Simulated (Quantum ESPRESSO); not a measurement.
# Nd (Im-3m) in Quantum ESPRESSO: notebook

The runs below take Nd through single point, with LDA+U.

Program: Quantum ESPRESSO 7.5. These are calculated values, not measurements. Logs are shortened: lines on timing, memory, paths and dates and some standing lists are left out, and cuts for length are marked.

### Step 1. The crystal as given

The structure is cubic, space group Im-3m (No. 229). The conventional cell has a = 4.151 Å, b = 4.151 Å, c = 4.151 Å, α = 90.00°, β = 90.00°, γ = 90.00°. Nd (site symmetry m-3m) is surrounded by 8 Nd at 3.59 Å.

This isn't the form of Nd at room conditions, which is double hcp.

### Step 2. Single point, LDA+U, collinear spin, ferromagnetic start

Input file pw.in:

```
&CONTROL
  calculation = 'scf'
  prefix = 'pwscf'
  outdir = './tmp'
  pseudo_dir = './pseudo'
  tprnfor = .true.
  tstress = .true.
  disk_io = 'nowf'
/
&SYSTEM
  ibrav = 0
  nat = 1
  ntyp = 1
  ecutwfc = 55
  ecutrho = 440
  nbnd = 16
  input_dft = 'pz'
  occupations = 'smearing'
  smearing = 'fd'
  degauss = 0.00367493
  nspin = 2
  starting_magnetization(1) = 0.2143
/
&ELECTRONS
  conv_thr = 2d-10
  electron_maxstep = 120
  mixing_beta = 0.3
/
ATOMIC_SPECIES
Nd   144.2420 Nd.paw.z_14.atompaw.wentzcovitch.v1.2.upf
CELL_PARAMETERS angstrom
  -2.0754700287    2.0754700287    2.0754700287
   2.0754700287   -2.0754700287    2.0754700287
   2.0754700287    2.0754700287   -2.0754700287
ATOMIC_POSITIONS crystal
Nd     0.0000000000    0.0000000000    0.0000000000
K_POINTS automatic
9 9 9 0 0 0
HUBBARD {atomic}
U Nd-4f 2.0
```

Potentials or basis: SSSP 1.3 efficiency PBE.

Command:

```sh
$ OMP_NUM_THREADS=1 pw.x -in pw.in > pw.out
```

pw.out:

```text
This program is part of the open-source Quantum ESPRESSO suite
     for quantum simulation of materials; please cite
         "P. Giannozzi et al., J. Phys.:Condens. Matter 21 395502 (2009);
         "P. Giannozzi et al., J. Phys.:Condens. Matter 29 465901 (2017);
         "P. Giannozzi et al., J. Chem. Phys. 152 154105 (2020);
     in publications or presentations arising from this work. More details at

     file Nd.paw.z_14.atompaw.wentzcovitch.v1.2.upf: wavefunction(s)  6S 0P 5D 0D 0F renormalized

     IMPORTANT: XC functional enforced from input :
     Exchange-correlation= PZ
                           (   1   1   0   0   0   0   0)
     Any further DFT definition will be discarded
     Please, verify this is what you really want

     Message from routine setup:
     using ibrav=0 with symmetry is DISCOURAGED, use correct ibrav instead

     G-vector sticks info
     --------------------
     sticks:   dense  smooth     PW     G-vecs:    dense   smooth      PW
     Sum        1523     765    229                37479    13331    2243

     Using Slab Decomposition

     bravais-lattice index     =            0
     lattice parameter (alat)  =       6.7932  a.u.
     unit-cell volume          =     241.3270 (a.u.)^3
     number of atoms/cell      =            1
     number of atomic types    =            1
     number of electrons       =        14.00
     number of Kohn-Sham states=           16
     kinetic-energy cutoff     =      55.0000  Ry
     charge density cutoff     =     440.0000  Ry
     scf convergence threshold =      2.0E-10
     mixing beta               =       0.3000
     number of iterations used =            8  plain     mixing
     Exchange-correlation= PZ
                           (   1   1   0   0   0   0   0)
     Hubbard projectors: atomic
     Hubbard parameters of DFT+U (Dudarev formulation) in eV:
     U(Nd-4f) =  2.0000

     Internal variables: lda_plus_u =T, lda_plus_u_kind = 0

     Internal variables: orbital_resolved =F, hub_pot_fix =F, apply_U = F

     celldm(1)=   6.793224  celldm(2)=   0.000000  celldm(3)=   0.000000
     celldm(4)=   0.000000  celldm(5)=   0.000000  celldm(6)=   0.000000

     crystal axes: (cart. coord. in units of alat)
               a(1) = (  -0.577350   0.577350   0.577350 )
               a(2) = (   0.577350  -0.577350   0.577350 )
               a(3) = (   0.577350   0.577350  -0.577350 )

     reciprocal axes: (cart. coord. in units 2 pi/alat)
               b(1) = ( -0.000000  0.866025  0.866025 )
               b(2) = (  0.866025 -0.000000  0.866025 )
               b(3) = (  0.866025  0.866025  0.000000 )

     PseudoPot. # 1 for Nd read from file:
     Nd.paw.z_14.atompaw.wentzcovitch.v1.2.upf
     Pseudo is Projector augmented-wave + core cor, Zval = 14.0
     Generated using ATOMPAW code
     Shape of augmentation charge: BESSEL
     Using radial grid of 1105 points,  8 beta functions with:
                l(1) =   0
                l(2) =   0
                l(3) =   1
                l(4) =   1
                l(5) =   2
                l(6) =   2
                l(7) =   3
                l(8) =   3
     Q(r) pseudized with 0 coefficients

     atomic species   valence    mass     pseudopotential
     Nd               14.00   144.24200     Nd( 1.00)

     Starting magnetic structure
     atomic species   magnetization
     Nd              0.214

     48 Sym. Ops., with inversion, found

   Cartesian axes

     site n.     atom                  positions (alat units)
         1        Nd     tau(   1) = (   0.0000000   0.0000000   0.0000000  )

     number of k points=    35  Fermi-Dirac smearing, width (Ry)=  0.0037
                       cart. coord. in units 2pi/alat
        k(    1) = (   0.0000000   0.0000000   0.0000000), wk =   0.0013717
        k(    2) = (   0.0962250   0.0962250   0.0000000), wk =   0.0164609
        k(    3) = (   0.1924501   0.1924501   0.0000000), wk =   0.0164609
        k(    4) = (   0.2886751   0.2886751   0.0000000), wk =   0.0164609
        k(    5) = (   0.3849002   0.3849002   0.0000000), wk =   0.0164609
        k(    6) = (   0.1924501   0.0962250   0.0962250), wk =   0.0329218
[... 27 lines left out ...]
        k(   34) = (  -0.7698004  -0.0962250  -0.0962250), wk =   0.0109739
        k(   35) = (   0.0000000   0.0000000   0.7698004), wk =   0.0082305

     Dense  grid:    37479 G-vectors     FFT dimensions: (  45,  45,  45)

     Smooth grid:    13331 G-vectors     FFT dimensions: (  36,  36,  36)

     Generating pointlists ...
     new r_m :   0.4125 (alat units)  2.8022 (a.u.) for type    1

     Initial potential from superposition of free atoms

     starting charge      13.9938, renormalised to      14.0000

     STARTING HUBBARD OCCUPATIONS:

     =================== HUBBARD OCCUPATIONS ===================
     ------------------------ ATOM    1 ------------------------
     Tr[ns(  1)] (up, down, total) =   3.00000  0.00000  3.00000
     Atomic magnetic moment for atom   1 =   3.00000
     SPIN  1
     eigenvalues:
       0.429  0.429  0.429  0.429  0.429  0.429  0.429
     eigenvectors (columns):
       1.000  0.000  0.000  0.000  0.000  0.000  0.000
       0.000  1.000  0.000  0.000  0.000  0.000  0.000
       0.000  0.000  1.000  0.000  0.000  0.000  0.000
       0.000  0.000  0.000  1.000  0.000  0.000  0.000
       0.000  0.000  0.000  0.000  1.000  0.000  0.000
       0.000  0.000  0.000  0.000  0.000  1.000  0.000
       0.000  0.000  0.000  0.000  0.000  0.000  1.000
     occupation matrix ns (before diag.):
       0.429  0.000  0.000  0.000  0.000  0.000  0.000
       0.000  0.429  0.000  0.000  0.000  0.000  0.000
       0.000  0.000  0.429  0.000  0.000  0.000  0.000
       0.000  0.000  0.000  0.429  0.000  0.000  0.000
       0.000  0.000  0.000  0.000  0.429  0.000  0.000
[... 6 lines left out ...]
       1.000  0.000  0.000  0.000  0.000  0.000  0.000
       0.000  1.000  0.000  0.000  0.000  0.000  0.000
       0.000  0.000  1.000  0.000  0.000  0.000  0.000
       0.000  0.000  0.000  1.000  0.000  0.000  0.000
       0.000  0.000  0.000  0.000  1.000  0.000  0.000
       0.000  0.000  0.000  0.000  0.000  1.000  0.000
       0.000  0.000  0.000  0.000  0.000  0.000  1.000
     occupation matrix ns (before diag.):
       0.000  0.000  0.000  0.000  0.000  0.000  0.000
       0.000  0.000  0.000  0.000  0.000  0.000  0.000
       0.000  0.000  0.000  0.000  0.000  0.000  0.000
       0.000  0.000  0.000  0.000  0.000  0.000  0.000
       0.000  0.000  0.000  0.000  0.000  0.000  0.000
       0.000  0.000  0.000  0.000  0.000  0.000  0.000
       0.000  0.000  0.000  0.000  0.000  0.000  0.000

     Number of occupied Hubbard levels =    3.0000

     Atomic wfc used for Hubbard projectors are NOT orthogonalized

     Starting wfcs are   32 randomized atomic wfcs

     Self-consistent Calculation

     iteration #  1     ecut=    55.00 Ry     beta= 0.30
     Davidson diagonalization with overlap
     ethr =  1.00E-02,  avg # of iterations =  1.8

     =================== HUBBARD OCCUPATIONS ===================
     ------------------------ ATOM    1 ------------------------
     Tr[ns(  1)] (up, down, total) =   4.55135  0.00568  4.55702
     Atomic magnetic moment for atom   1 =   4.54567
     SPIN  1
     eigenvalues:
       0.635  0.635  0.635  0.654  0.654  0.654  0.686
     eigenvectors (columns):
      -0.000  0.000 -0.000  0.046 -0.957 -0.288  0.000
       0.375  0.108  0.688 -0.586 -0.077  0.161 -0.000
       0.114 -0.780  0.060 -0.176  0.161 -0.564  0.000
       0.869  0.090 -0.487 -0.000 -0.000 -0.000  0.000
       0.000  0.000 -0.000  0.000  0.000 -0.000 -1.000
       0.290  0.084  0.533  0.756  0.099 -0.207  0.000
      -0.089  0.604 -0.047 -0.227  0.208 -0.728  0.000
     occupation matrix ns (before diag.):
       0.654  0.000  0.000  0.000 -0.000  0.000  0.000
[... 241 lines left out ...]
     total magnetization       =     4.01 Bohr mag/cell
     absolute magnetization    =     4.01 Bohr mag/cell

     iteration # 23     ecut=    55.00 Ry     beta= 0.30
     Davidson diagonalization with overlap
     ethr =  3.44E-12,  avg # of iterations =  3.8

     Magnetic moment per site  (integrated on atomic sphere of radius R)
     atom   1 (R=0.412)  charge= 12.4333  magn=  3.6891

     End of self-consistent calculation

     =================== HUBBARD OCCUPATIONS ===================
     ------------------------ ATOM    1 ------------------------
     Tr[ns(  1)] (up, down, total) =   3.47377  0.01345  3.48722
     Atomic magnetic moment for atom   1 =   3.46032
     SPIN  1
     eigenvalues:
       0.389  0.389  0.389  0.441  0.441  0.441  0.984
     eigenvectors (columns):
      -0.212  0.953  0.219  0.000  0.000  0.000 -0.000
       0.564  0.165 -0.173  0.257 -0.080  0.743 -0.000
       0.201 -0.087  0.572  0.248  0.751 -0.005 -0.000
      -0.000 -0.000 -0.000  0.892 -0.297 -0.340 -0.000
      -0.000  0.000  0.000  0.000  0.000  0.000  1.000
      -0.728 -0.213  0.223  0.199 -0.062  0.576 -0.000
       0.259 -0.112  0.738 -0.192 -0.581  0.004 -0.000
     occupation matrix ns (before diag.):
       0.389  0.000  0.000  0.000 -0.000  0.000  0.000
       0.000  0.421  0.000 -0.000 -0.000  0.025 -0.000
       0.000  0.000  0.421  0.000 -0.000 -0.000 -0.025
       0.000 -0.000  0.000  0.441 -0.000 -0.000  0.000
      -0.000 -0.000 -0.000 -0.000  0.984 -0.000 -0.000
[... 6 lines left out ...]
       0.000  0.195  0.966  0.170  0.000  0.000  0.000
      -0.000  0.552 -0.066 -0.258  0.352 -0.136  0.695
      -0.000  0.238 -0.144  0.546  0.131  0.775  0.086
      -0.000 -0.000 -0.000  0.000  0.880 -0.097 -0.465
      -1.000 -0.000  0.000 -0.000 -0.000  0.000  0.000
      -0.000 -0.712  0.085  0.333  0.273 -0.106  0.538
      -0.000  0.307 -0.186  0.704 -0.101 -0.600 -0.067
     occupation matrix ns (before diag.):
       0.002  0.000  0.000  0.000  0.000  0.000 -0.000
       0.000  0.002  0.000 -0.000 -0.000  0.000 -0.000
       0.000  0.000  0.002  0.000 -0.000 -0.000 -0.000
       0.000 -0.000  0.000  0.002 -0.000 -0.000  0.000
       0.000 -0.000 -0.000 -0.000  0.001 -0.000 -0.000
       0.000  0.000 -0.000 -0.000 -0.000  0.002  0.000
      -0.000 -0.000 -0.000  0.000 -0.000  0.000  0.002

     Number of occupied Hubbard levels =    3.4872

 ------ SPIN UP ------------

          k = 0.0000 0.0000 0.0000 (  1601 PWs)   bands (ev):

   -26.6644  -7.3135  -7.3135  -7.3135   6.8952  10.0155  10.6879  10.6879
    10.6879  11.0505  11.0505  11.0505  12.4044  12.4044  12.4044  14.6316

          k = 0.0962 0.0962 0.0000 (  1641 PWs)   bands (ev):

   -26.6500  -7.4459  -7.3532  -7.3147   7.2580   9.9598  10.6576  10.6905
    10.6937  11.0116  11.0338  11.0367  12.2056  12.3863  12.8455  14.3436
[... 158 lines left out ...]
   -26.4641  -8.0334  -8.0334  -7.8697   9.4621   9.4621   9.6052  10.7838
    10.8546  10.8546  11.0903  11.1067  11.1067  14.1049  15.9394  15.9394

          k = 0.0000 0.0000 0.7698 (  1674 PWs)   bands (ev):

   -26.4543  -8.0192  -7.9948  -7.9948   9.2065   9.2805   9.5970  10.8341
    10.8365  10.8365  11.0886  11.0886  11.1141  15.8526  15.8526  16.6299

 ------ SPIN DOWN ----------

          k = 0.0000 0.0000 0.0000 (  1601 PWs)   bands (ev):

   -25.1581  -6.0570  -6.0570  -6.0570   7.5549  13.2202  13.2202  13.2202
    13.5125  13.5125  13.5125  13.9245  13.9245  13.9245  14.6046  15.3313

          k = 0.0962 0.0962 0.0000 (  1641 PWs)   bands (ev):

   -25.1422  -6.2010  -6.0994  -6.0585   7.9261  12.8525  12.8899  13.4469
    13.4959  13.6525  13.6984  13.9014  13.9588  13.9854  14.6889  15.1348
[... 158 lines left out ...]
   -24.9391  -6.8255  -6.8255  -6.6496  10.1076  10.1076  13.3185  13.5856
    13.5856  13.9656  14.0657  14.0657  14.0776  15.2577  16.8767  16.8767

          k = 0.0000 0.0000 0.7698 (  1674 PWs)   bands (ev):

   -24.9286  -6.8096  -6.7824  -6.7824   9.8256   9.8957  13.5646  13.5658
    13.5658  13.9890  14.0746  14.0746  14.0878  16.7953  16.7953  17.5831

     the Fermi energy is    10.8822 ev

!    total energy              =    -523.57116634 Ry
     total all-electron energy =      -523.571166 Ry
     estimated scf accuracy    <          1.2E-10 Ry
     smearing contrib. (-TS)   =      -0.00659664 Ry
     internal energy E=F+TS    =    -523.56456970 Ry

     The total energy is F=E-TS. E is the sum of the following terms:
     one-electron contribution =     -27.20920868 Ry
     hartree contribution      =      24.71964197 Ry
     xc contribution           =     -14.03477672 Ry
     ewald contribution        =     -90.93281967 Ry
     Hubbard energy            =       0.10891197 Ry
     one-center paw contrib.   =    -416.21631857 Ry

     total magnetization       =     4.01 Bohr mag/cell
     absolute magnetization    =     4.01 Bohr mag/cell

     convergence has been achieved in  23 iterations

     Forces acting on atoms (cartesian axes, Ry/au):

     atom    1 type  1   force =     0.00000000    0.00000000    0.00000000

     Total force =     0.000000     Total SCF correction =     0.000000

     Computing stress (Cartesian axis) and pressure

          total   stress  (Ry/bohr**3)                   (kbar)     P=      -56.42
  -0.00038356  -0.00000000  -0.00000000          -56.42       -0.00       -0.00
  -0.00000000  -0.00038356  -0.00000000           -0.00      -56.42       -0.00
  -0.00000000  -0.00000000  -0.00038356           -0.00       -0.00      -56.42

=------------------------------------------------------------------------------=
   JOB DONE.
=------------------------------------------------------------------------------=
```

Run time: 3.1 min. Hardware: 1 thread of Intel Xeon Platinum 8259CL at 2.50GHz (Skylake/Cascade Lake), shared host; peak memory 0.43 GiB.

Results:

```
Free energy                                           : -7123.5486 eV
Pressure                                              : -5.6 GPa
Band gap on the k mesh                                : none (metal or under the smearing width)
Net moment                                            : 4.01 μB per cell
Absolute moment                                       : 4.01 μB per cell
Site moments                                          : Nd +3.69 μB
Valence electrons inside the program's atomic spheres : Nd 12.43
```

Eigenvalues of the final occupation matrices:
```tsv
site	spin	trace	eigenvalues
Nd 1 4f	1	3.47	0.39 0.39 0.39 0.44 0.44 0.44 0.98
Nd 1 4f	2	0.01	0.00 0.00 0.00 0.00 0.00 0.00 0.00
```

Caveat: the potentials were made for another functional, which shifts forces and pressure; the magnetic or orbital state may not be the lowest; spin-orbit coupling is left out, which moves the levels of the heavy elements. The state reached can hang on the start; a lower one may exist.

[end of part 1 of 2]
